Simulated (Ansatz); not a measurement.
# SiC (Moissanite) under changes of volume

One of the cells (10.341 Å³/atom); the others are scaled copies at fixed shape and fractional positions:

```xyz
4
Lattice="3.0760 0.0000 0.0000 -1.5380 2.6639 0.0000 0.0000 0.0000 5.0480" Properties=species:S:1:pos:R:3 pbc="T T T"
Si    1.5380    0.8880    2.5240
Si    0.0000    1.7759    0.0000
C     1.5380    0.8880    4.4675
C     0.0000    1.7759    1.9435
```

| Property | Result |
| --- | --- |
| Program | Ansatz 0.2.0 |
| Functional | PBE |
| Potentials or basis | SPMS NC |
| Cutoff | 1034 eV (not typed: the program's choice for these potentials) |
| k mesh | 10 × 10 × 5 |
| Occupations | fermi-dirac, width 0.05 eV |
| Spin | no spin polarisation |

```tsv
volume (Å³/atom)	energy over the lowest point (meV/atom)	pressure (GPa)	gap on the mesh (eV)	largest force (eV/Å)
9.721	45.68	19.5	2.39	0.863
9.927	24.25	13.8	2.42	0.827
10.134	9.92	8.5	2.46	0.793
10.341	2.03	3.8	2.49	0.760
10.548	0.00	-0.6	2.52	0.729
10.755	?	?	?	?
10.961	11.38	-8.0	2.49	0.672
```

Problem. What does the run at 10.755 Å³/atom give?

Solution. Energy over the lowest point 3.28 meV/atom; pressure -4.5 GPa; gap on the mesh 2.53 eV; largest force 0.700 eV/Å.

Worked out: A Birch-Murnaghan fit of order 3 (a polynomial in V^(-2/3)) to the other rows has its minimum at 10.52 Å³/atom with B0 = V·E''(V) = 212 GPa and B' = 4.0 at fixed shape and positions, which overstates the stiffness. It gives 3.31 meV/atom at 10.755 Å³/atom, against the run's 3.28, and -dE/dV = -4.5 GPa, against -4.5. A parabola through the other rows of the gap, of slope -0.211 eV per unit of ln V there, gives 2.51 eV, against the run's 2.53.

Energies are extrapolated to zero smearing.

Caveats: odd divisions of the mesh miss points on the zone boundary, where band edges often lie, so the gap on the mesh can be too wide.

A mesh can miss the band edges.
